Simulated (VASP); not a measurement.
A VASP 6.6.1 single-point calculation on LiF

INCAR

```
ENCUT = 520
LCHARG = .FALSE.
NELM = 60
NSW = 0
PREC = Low
ISIF = 2
METAGGA = R2SCAN
LWAVE = .FALSE.
LASPH = .TRUE.
LREAL = .FALSE.
EDIFF = 1E-7
IBRION = -1
SIGMA = 0.01
ALGO = Normal
NBANDS = 12
ISMEAR = 0
```

KPOINTS

```
KPOINTS created by Atomic Simulation Environment
0
Gamma
10 10 10
0 0 0
```

POSCAR

```
Li F
 1.0000000000000000
     2.5534990687999999    0.0000000000000000    0.0000000000000000
     0.0000000000000000    2.5534990687999999    0.0000000000000000
     0.0000000000000000    0.0000000000000000    2.5241266293000000
 Li  F
   1   1
Cartesian
  0.0000000000000000  0.0000000000000000  0.0000000000000000
  1.2767495343999999  1.2767495343999999  1.2620633146500000
```

The recommended PBE PAW datasets give the neutral cell 10 valence electrons.

Command

```
mpirun -np 1 vasp_std
```

OSZICAR

```
N       E                     dE             d eps       ncg     rms          rms(c)
DAV:   1     0.284225562603E+02    0.28423E+02   -0.55322E+03  3176   0.868E+02
DAV:   2    -0.133154676403E+02   -0.41738E+02   -0.40914E+02  3780   0.193E+02
DAV:   3    -0.143951769504E+02   -0.10797E+01   -0.10778E+01  3864   0.268E+01
DAV:   4    -0.144049242000E+02   -0.97472E-02   -0.97466E-02  3400   0.279E+00
DAV:   5    -0.144050500690E+02   -0.12587E-03   -0.12587E-03  3872   0.245E-01    0.384E+00
DAV:   6    -0.113128069550E+02    0.30922E+01   -0.64803E-01  3108   0.591E+00    0.156E+00
DAV:   7    -0.112852930122E+02    0.27514E-01   -0.58058E-01  3508   0.497E+00    0.127E+00
DAV:   8    -0.114407909870E+02   -0.15550E+00   -0.13088E+00  3076   0.753E+00    0.278E+00
DAV:   9    -0.112755220631E+02    0.16527E+00   -0.89103E-01  3128   0.587E+00    0.166E-01
DAV:  10    -0.112749602991E+02    0.56176E-03   -0.10649E-02  3424   0.104E+00    0.134E-01
DAV:  11    -0.112752322773E+02   -0.27198E-03   -0.39750E-04  3660   0.148E-01    0.155E-01
DAV:  12    -0.112749198533E+02    0.31242E-03   -0.27817E-03  3344   0.328E-01    0.702E-03
DAV:  13    -0.112749069840E+02    0.12869E-04   -0.35870E-05  3532   0.624E-02    0.680E-03
DAV:  14    -0.112749102401E+02   -0.32561E-05   -0.17525E-06  3844   0.101E-02    0.220E-03
DAV:  15    -0.112749087412E+02    0.14989E-05   -0.66751E-07  3632   0.581E-03    0.451E-04
DAV:  16    -0.112749082341E+02    0.50717E-06   -0.11247E-08  1744   0.893E-04    0.209E-04
DAV:  17    -0.112749081337E+02    0.10037E-06   -0.16152E-09  1752   0.355E-04    0.592E-05
DAV:  18    -0.112749082092E+02   -0.75553E-07   -0.19114E-10  1696   0.129E-04
   1 F= -.11274908E+02 E0= -.11274908E+02  d E =-.101893E-23
```

From OUTCAR

```
k-points           NKPTS =    126   k-points in BZ     NKDIM =    126   number of bands    NBANDS=     12

   NELECT =      10.0000    total number of electrons

   dimension x,y,z NGX =    14 NGY =   14 NGZ =   14
   dimension x,y,z NGXF=    16 NGYF=   16 NGZF=   16

  energy-cutoff  :      520.00
  volume of cell :       16.46
      direct lattice vectors                 reciprocal lattice vectors
     2.553499069  0.000000000  0.000000000     0.391619489  0.000000000  0.000000000
     0.000000000  2.553499069  0.000000000     0.000000000  0.391619489  0.000000000
     0.000000000  0.000000000  2.524126629     0.000000000  0.000000000  0.396176637

 k-points in reciprocal lattice and weights: KPOINTS created by Atomic Simulation Env
   0.00000000  0.00000000  0.00000000       0.001
   0.10000000  0.00000000  0.00000000       0.004
   0.20000000  0.00000000  0.00000000       0.004
   0.30000000  0.00000000  0.00000000       0.004
   0.40000000  0.00000000  0.00000000       0.004
   0.50000000  0.00000000  0.00000000       0.002
   0.10000000  0.10000000  0.00000000       0.004
   0.20000000  0.10000000  0.00000000       0.008
   ...

 E-fermi :  -0.2361

 k-point     1 :       0.0000    0.0000    0.0000
  band No.  band energies     occupation
      1     -44.4105      2.00000
      2     -22.3710      2.00000
      3      -1.1007      2.00000
      4      -1.1007      2.00000
      5      -0.9721      2.00000
      6       8.4861      0.00000
      7      19.4946      0.00000
      8      19.8216      0.00000
      9      22.4569      0.00000
     10      22.4569      0.00000
     11      22.8355      0.00000
     12      39.3324      0.00000

 k-point     2 :       0.1000    0.0000    0.0000
  band No.  band energies     occupation
      1     -44.4061      2.00000
      2     -22.3299      2.00000
      3      -1.4482      2.00000
      4      -1.0634      2.00000
      5      -0.9364      2.00000
      6       8.7231      0.00000
      7      18.3340      0.00000
      8      19.9813      0.00000
      9      22.3910      0.00000
     10      22.7807      0.00000
     11      24.3013      0.00000
     12      37.9828      0.00000

 k-point     3 :       0.2000    0.0000    0.0000
  band No.  band energies     occupation
      1     -44.3947      2.00000
      2     -22.2209      2.00000
      3      -2.2766      2.00000
      4      -0.9645      2.00000
      5      -0.8416      2.00000
      6       9.2229      0.00000
      7      16.8361      0.00000
      8      20.6798      0.00000
      9      22.1980      0.00000
     10      22.6171      0.00000
     11      27.6234      0.00000
     12      34.7616      0.00000

 k-point     4 :       0.3000    0.0000    0.0000
  band No.  band energies     occupation
      1     -44.3805      2.00000
      2     -22.0817      2.00000
      3      -3.1850      2.00000
      4      -0.8393      2.00000
      5      -0.7218      2.00000
      6       9.6552      0.00000
      7      15.8385      0.00000
      8      21.8513      0.00000
      9      21.9205      0.00000
     10      22.3785      0.00000
     11      31.2309      0.00000
     12      31.5930      0.00000

 ...

  Total       -0.4974327     -0.4974327     -0.3346848      0.0000000      0.0000000      0.0000000
  in kB      -48.4241885    -48.4241885    -32.5809680      0.0000000      0.0000000      0.0000000
  external PRESSURE =     -43.1431150 kB  Pullay stress =       0.0000000 kB

 POSITION                                       TOTAL-FORCE (eV/Angst)
 -----------------------------------------------------------------------------------
      0.00000      0.00000      0.00000         0.000000      0.000000      0.000000
      1.27675      1.27675      1.26206         0.000000      0.000000      0.000000
 -----------------------------------------------------------------------------------
    total drift:                                0.000000      0.000000      0.000000

  FREE ENERGIE OF THE ION-ELECTRON SYSTEM (eV)
  ---------------------------------------------------
  free  energy   TOTEN  =       -11.2749082092 eV

  energy  without entropy=      -11.2749082092  energy(sigma->0) =      -11.27490821
```

It converged. Results: gap between bands v and c on the k mesh 8.79 eV; least direct gap on the k mesh 9.46 eV; pressure -4.3 GPa. Band v is the last that the valence electrons fill when counted band by band, and c is the next.

These settings aren't sound, so the numbers aren't properties of the crystal.

On sound settings r²SCAN gives a gap of 8.74 eV on its mesh and a pressure of -3.6 GPa for the intended cell.

The run took about 12 s on one core of a shared host (Intel Xeon 6975P-C) and held 0.12 GiB at most.
